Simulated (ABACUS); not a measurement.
Wanted: an ASE script for an ABACUS 3.10.1 run.

```
Task                                          : relaxation of cell and atoms
Functional                                    : PBE
Potentials or basis                           : PseudoDojo NC SR 0.5 PBE standard
Cutoff                                        : 1034 eV
Density cutoff                                : 4136 eV
Basis                                         : plane waves
k mesh                                        : 9 × 9 × 9
Occupations                                   : fermi-dirac, width 0.05 eV
Spin                                          : no spin polarisation
Optimiser                                     : ASE FIRE
Force threshold                               : 0.02 eV/Å
Max steps                                     : 60
Cell moves                                    : yes
Radial cutoff of the potentials (pseudo_rcut) : 10 bohr
SCF threshold on the density                  : 1e-08
Max SCF steps                                 : 100
Eigensolver                                   : dav
Mixing                                        : broyden
Mixing share                                  : 0.7
Symmetry key                                  : 1
Bands                                         : 14
```

The structure of Au lies in Au.xyz:

```xyz
1
Lattice="0.0000000000 2.0350000000 2.0350000000 2.0350000000 0.0000000000 2.0350000000 2.0350000000 2.0350000000 0.0000000000" Properties=species:S:1:pos:R:3 pbc="T T T"
Au     0.0000000000      0.0000000000      0.0000000000
```

These files were run (other wordings do the same):

run_abacus.py

```python
"""Relaxation by an ASE optimiser with ABACUS as a small file-based calculator."""
import re
import subprocess
import numpy as np
from ase.calculators.calculator import Calculator, all_changes
from ase.filters import FrechetCellFilter
from ase.io import read
from ase.optimize import FIRE
from ase.stress import full_3x3_to_voigt_6_stress
from ase.units import Bohr, GPa

atoms = read("Au.xyz")
atoms = atoms[(-atoms.numbers).argsort(kind="stable")]  # ABACUS lists atoms element by element
pseudo = {'Au': 'Au.upf'}
orbital = {}
magmoms = None
kmesh = [9, 9, 9]
params = {
    'suffix': 'Au',
    'calculation': 'scf',
    'basis_type': 'pw',
    'pseudo_dir': './',
    'symmetry': 1,
    'dft_functional': 'pbe',
    'ecutwfc': 76,
    'pseudo_rcut': 10,
    'nspin': 1,
    'nbands': 14,
    'ks_solver': 'dav',
    'smearing_method': 'fd',
    'smearing_sigma': 0.00367493,
    'scf_thr': 1e-08,
    'scf_nmax': 100,
    'mixing_type': 'broyden',
    'mixing_beta': 0.7,
    'cal_force': 1,
    'cal_stress': 1,
    'kpar': 4,
}

def write_input(atoms):
    symbols = atoms.get_chemical_symbols()
    elements = list(dict.fromkeys(symbols))
    lines = ["ATOMIC_SPECIES"] + [f"{e} {atoms.get_masses()[symbols.index(e)]:.4f} {pseudo[e]}" for e in elements]
    if orbital:
        lines += ["", "NUMERICAL_ORBITAL"] + [orbital[e] for e in elements]
    lines += ["", "LATTICE_CONSTANT", f"{1 / Bohr:.10f}", "", "LATTICE_VECTORS"]
    lines += [" ".join(f"{x:.10f}" for x in v) for v in atoms.cell]
    lines += ["", "ATOMIC_POSITIONS", "Direct"]
    for e in elements:
        lines += ["", e, "0.0", str(symbols.count(e))]
        for i, p in enumerate(atoms.get_scaled_positions(wrap=False)):
            if symbols[i] == e:
                mag = "" if magmoms is None else " mag " + " ".join(str(x) for x in (magmoms[i] if isinstance(magmoms[i], list) else [magmoms[i]]))
                lines.append(" ".join(f"{x:.10f}" for x in p) + " 1 1 1" + mag)
    open("STRU", "w").write("\n".join(lines) + "\n")
    open("KPT", "w").write("K_POINTS\n0\nGamma\n%d %d %d 0 0 0\n" % tuple(kmesh))
    open("INPUT", "w").write("INPUT_PARAMETERS\n" + "".join(f"{k:<20s}{v}\n" for k, v in params.items()))

class Abacus(Calculator):
    implemented_properties = ["energy", "free_energy", "forces", "stress"]

    def calculate(self, atoms=None, properties=("energy",), system_changes=all_changes):
        super().calculate(atoms, properties, system_changes)
        write_input(self.atoms)
        subprocess.run(['mpirun', '-np', '4', 'abacus'], check=True)
        log = open("OUT.Au/running_scf.log").read()
        if "charge density convergence is achieved" not in log:
            raise RuntimeError("SCF not converged")
        rows = lambda title, n: np.array([l.split()[-3:] for l in log.split(title)[-1].split("\n")[2:2 + n]], float)
        energy = float(re.findall(r"FINAL_ETOT_IS (\S+)", log)[-1])
        stress = -rows("TOTAL-STRESS", 3) / 10 * GPa  # ABACUS prints kbar, compression positive
        self.results = dict(energy=energy, free_energy=energy, forces=rows("TOTAL-FORCE", len(self.atoms)), stress=full_3x3_to_voigt_6_stress(stress))

atoms.calc = Abacus()
opt = FIRE(FrechetCellFilter(atoms), logfile="opt.log", trajectory="relax.traj")
print("optimiser converged:", opt.run(fmax=0.02, steps=60))
```

Potentials or basis: PseudoDojo NC SR 0.5 PBE standard, plane waves.

The run is started by

```bash
$ OMP_NUM_THREADS=1 python run_abacus.py > log
```

Results of the run:

```yaml
Relaxed_volume: 17.92 Å³/atom
Relaxed_cell: a = 2.938 Å, b = 2.938 Å, c = 2.938 Å, α = 60.00°, β = 60.00°, γ = 60.00°
Space_group_after_relaxing_to_0.05_Å: Fm-3m (No. 225)
Energy_gained_by_relaxing: 31.6 meV/atom
Ionic_steps: 7
Pressure_after_relaxing: -0.1 GPa
Band_gap_on_the_k_mesh: none (metal or under the smearing width)
```

Wall time 9.9 s on 4 MPI ranks on Intel(R) Xeon(R) 6975P-C (Granite Rapids), on a shared host, peak memory 0.36 GiB a rank.
